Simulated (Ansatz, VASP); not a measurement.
**One calculation of Cs, two programs**

File INCAR:

```
PREC = Accurate
ENCUT = 520
EDIFF = 1E-6
ISMEAR = 0
SIGMA = 0.05
LREAL = F
LASPH = T
NELM = 80
ALGO = Fast
ISIF = 2
LWAVE = F
LCHARG = F
GGA = PE
NBANDS = 10
```

Contents of KPOINTS:

```
regular mesh
0
Gamma
  6 6 6
```

File POSCAR:

```
Cs
1.0
   -3.0905815828      3.0905815828      3.0905815828
    3.0905815828     -3.0905815828      3.0905815828
    3.0905815828      3.0905815828     -3.0905815828
Cs
1
Direct
    0.0000000000      0.0000000000      0.0000000000
```

Input for Ansatz:

```yaml
crystal:
  lattice:
    - [-3.0905815828, 3.0905815828, 3.0905815828]
    - [3.0905815828, -3.0905815828, 3.0905815828]
    - [3.0905815828, 3.0905815828, -3.0905815828]
  atoms:
    - { symbol: Cs, position: [0.0, 0.0, 0.0] }
basis:
  ecutwfc: 420
  ecutrho_ratio: 4
kpoints:
  mp_grid: { grid: [6, 6, 6] }
hamiltonian:
  xc: pbe
scf:
  occupations: { method: gaussian, width: 0.05 }
output:
  forces: true
  stress: true
  eigenvalues: true
```

Alike in both runs: task single point; functional PBE; k mesh 6 × 6 × 6; occupations gaussian, width 0.05 eV; no spin polarisation.

|  | VASP | Ansatz |
| --- | --- | --- |
| version | VASP 6.6.1 | Ansatz 0.2.0 |
| potentials or method | VASP PAW PBE potentials, release 64 (Cs_sv) | scalar-relativistic, plane waves, PAW |
| plane-wave cutoff (eV) | 520 | 420 |
| valence electrons in the cell | 9 | 9 |

|  | VASP | Ansatz | Ansatz less VASP |
| --- | --- | --- | --- |
| gap on the k mesh at the Fermi level (eV) | none | none | - |
| pressure (GPa) | 0.0 | 0.0 | +0.01 |

A gap of «none» marks a metal or a gap that the smearing closes.

The runs have no spin-orbit coupling, so splittings on Cs are missing.
